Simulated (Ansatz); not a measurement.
## One structure, 3 elements: AlN, AlP, AlAs

Plane-wave DFT in Ansatz with scalar-relativistic PAW potentials, cutoff 420 eV, Γ-centred meshes chosen by cell and gap, Gaussian smearing with energies taken to zero width. Every cell was relaxed (cell and atoms) in a run of its own, within the symmetry of its start. Functional: PBEsol.

All members share space group F-43m and the same sites; only the element on one set of sites changes (N, P, As). Members needn't be the stable form of their composition. Energies over the elements, where given, are against the elements' standard states in the same functional (H₂, N₂, O₂ and halogens uncorrected, Hg as a solid). The first member:

Space group F-43m (No. 216). a = 4.377 Å, b = 4.377 Å, c = 4.377 Å, α = 90.00°, β = 90.00°, γ = 90.00°
| atom | site | symmetry | x | y | z |
| --- | --- | --- | --- | --- | --- |
| Al | 4a | -43m | 0.0000 | 0.0000 | 0.0000 |
| N | 4c | -43m | 0.2500 | 0.2500 | 0.2500 |

| compound | V (Å³/atom) | a (Å) | gap on mesh (eV) | energy over elements (eV/atom) |
| --- | --- | --- | --- | --- |
| AlN | 10.48 | 4.377 | 3.19 | -1.446 |
| AlAs | 22.86 | 5.676 | 1.34 | -0.436 |

**Question.** Predict the member with P.

**Answer.** V (Å³/atom) 20.47, a (Å) 5.471, gap on mesh (eV) 1.45, energy over elements (eV/atom) -0.575. Interpolating linearly in period between N and As would give 16.67 Å³/atom (18.6 % too small) and a gap of 2.27 eV, with -0.941 eV/atom over the elements. Over the whole series the volume grows at each step down the group; the gap narrows; binding against the elements weakens. The p levels of the anion rise down the group and lift the valence band, the usual cause of such narrowing. Less electronegative, larger anions gain less from charge transfer and lattice energy, in line with the weaker binding.